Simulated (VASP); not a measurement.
Runs of VASP 6.6.1 on Fe. The structure is cubic, space group Im-3m (No. 229). The conventional cell has a = 2.886 Å, b = 2.886 Å, c = 2.886 Å, α = 90.00°, β = 90.00°, γ = 90.00°. Fe (site symmetry m-3m) is surrounded by 8 Fe at 2.50 Å. 

| task | level | potentials or basis | cell | k mesh | cutoff (eV) | smearing | gap on the mesh (eV) | pressure (GPa) | moment (μB) | relaxed volume (Å³/atom) |
| --- | --- | --- | --- | --- | --- | --- | --- | --- | --- | --- |
| band structure | PBE | VASP PAW PBE potentials, release 64 (Fe) | as given | 13 × 13 × 13 | 520 | fermi-dirac 0.05 eV | - | - | 2.28 | - |
| single point | PBE | VASP PAW PBE potentials, release 64 (Fe) | as given | 13 × 13 × 13 | 520 | gaussian 0.011 eV | none | -9.1 | 2.28 | - |
| phonons | PBEsol | VASP PAW PBE potentials, release 64 (Fe) | relaxed | 10 × 10 × 10 | 600 | fermi-dirac 0.05 eV | - | - | (c) | - |
| relaxation of cell and atoms | r2SCAN | VASP PAW PBE potentials, release 64 (Fe) | relaxed | 13 × 13 × 13 | 600 | methfessel-paxton 0.1 eV | none | 0.0 | 2.65 | 11.74 |
| relaxation of cell and atoms | PBEsol | VASP PAW PBE potentials, release 64 (Fe) | relaxed | 13 × 13 × 13 | 600 | fermi-dirac 0.05 eV | none | 0.1 | (b) | 10.79 |
| single point | PBE | VASP PAW PBE potentials, release 64 (Fe) | as given | 13 × 13 × 13 | 520 | gaussian 0.1 eV | none | -9.1 | (a) | - |
| phonons | PBE | VASP PAW PBE potentials, release 64 (Fe) | relaxed | 10 × 10 × 10 | 600 | fermi-dirac 0.05 eV | - | - | 2.13 | - |
| single point | PBE | VASP PAW PBE potentials, release 64 (Fe) | as given | 13 × 13 × 13 | 520 | gaussian 0.012 eV | none | -9.2 | 2.28 | - |
| relaxation of cell and atoms | r2SCAN+rVV10 | VASP PAW PBE potentials, release 64 (Fe) | relaxed | 13 × 13 × 13 | 600 | methfessel-paxton 0.1 eV | none | -0.1 | 2.65 | 11.66 |
| relaxation of cell and atoms | BLYP+D3 | VASP PAW PBE potentials, release 64 (Fe) | relaxed | 13 × 13 × 13 | 600 | fermi-dirac 0.05 eV | none | -0.2 | 2.08 | 11.12 |
| phonons | LDA | VASP PAW LDA potentials, release 64 (Fe) | relaxed | 10 × 10 × 10 | 600 | fermi-dirac 0.05 eV | - | - | 1.95 | - |
| single point | r2SCAN | VASP PAW PBE potentials, release 64 (Fe) | as given | 13 × 13 × 13 | 520 | fermi-dirac 0.05 eV | none | -4.3 | 2.65 | - |

Alike in all rows: spin collinear, ferromagnetic start.

Question: Fill in the values left out.

Answer: (a) 2.29; (b) 2.07; (c) 2.12.

Caveats: the PAW data sets were made with another functional, which shifts forces and pressure a little (some runs); pairwise dispersion overbinds metals, which lowers pressure and volume (some runs); the volume moved by -10 % from the deposited cell, more than functionals usually miss (some runs).

A k mesh can miss the band edges.

A gap of «none» marks a metal or a gap under the smearing width.

Not every run made on this cell is shown here.
